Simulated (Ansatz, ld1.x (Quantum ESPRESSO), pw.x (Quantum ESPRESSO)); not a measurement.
# lithium (Li): one change to the TM potential, in the atom and in the fcc crystal

```json
{
  "Element": "lithium",
  "Generator": "ld1.x (Quantum ESPRESSO) 7.5",
  "Type": "norm-conserving Troullier–Martins (Kleinman–Bylander form)",
  "Functional": "PBE",
  "Relativity": "scalar-relativistic",
  "Frozen core": "[He]",
  "Valence charge": "1",
  "Reference configuration": "2s1 2p0",
  "Partial waves": "2p (bound, empty): rc 4.20 bohr; 3d channel at -0.2 Ry: rc 3.60 bohr; 2s (bound): rc 2.35 bohr",
  "Local potential": "the s channel",
  "Core correction": "none"
}
```

Change: all radii scaled by about 1.05 (s 2.48, p 4.42, d 3.78 bohr).

Cutoffs, loose and tight: the cutoffs (Ry, on a coarse ladder) from which the occupation-weighted sum of valence levels, in a spherical-Bessel basis at the reference potential, stays within 10 and 1 mRy of its value at 400 Ry. They do not see the model core or the augmentation charge, which bear on the density cutoff. Test errors are all-electron minus pseudo excitation energies from the reference, over the configurations 2s0.5 2p0; 2s0 2p1; variants that change the core or the reference have their own tests.

Crystal test: fcc Li in pw.x 7.5, no spin, 13³ k-points, Fermi–Dirac smearing 0.01 Ry, cutoffs set for each file from its atomic test. The reference is all-electron LAPW (Ansatz 0.2.0) with the same functional, mesh and smearing; V0 and B0 come from Birch–Murnaghan fits to the pressures at five volumes. Errors are pseudo minus all-electron; Δ is the rms difference of the E(V) curves that follow from these fits, minima aligned, over ±6 % about the mean V0. Mesh and smearing are coarse, so the numbers serve the comparison and aren't converged zero-temperature values; the lattice is a test structure that the element need not adopt.

All-electron: a0 = 4.329 Å (V0 = 20.28 Å³/atom), B0 = 13.7 GPa.

Question: Does the change bring the crystal closer to the all-electron result?

Answer: The mean pressure error goes from -0.88 to -1.00 GPa, so the change moves the solid further from the all-electron pressures. Neither pressure curve crosses zero within the volumes sampled, so no fits are given.

```
                       quantity       base    changed
                 outcome (atom)  generated  generated
           cutoff, loose (atom)       6 Ry       6 Ry
           cutoff, tight (atom)       6 Ry       6 Ry
            bound ghosts (atom)       none       none
largest test error (meV) (atom)       +4.9       +4.9
           cutoffs in pw.x (Ry)     35/140     35/140
      mean pressure error (GPa)      -0.88      -1.00
```

Base: The largest radius (4.20 bohr) exceeds half the bond length (2.90 bohr), so the spheres overlap, which is one possible source of error among others. This is a poor potential for the solid. Changed file: The largest radius (4.42 bohr) exceeds half the bond length (2.90 bohr), so the spheres overlap, which is one possible source of error among others. This is a poor potential for the solid. The atomic cutoffs weigh occupied waves only.
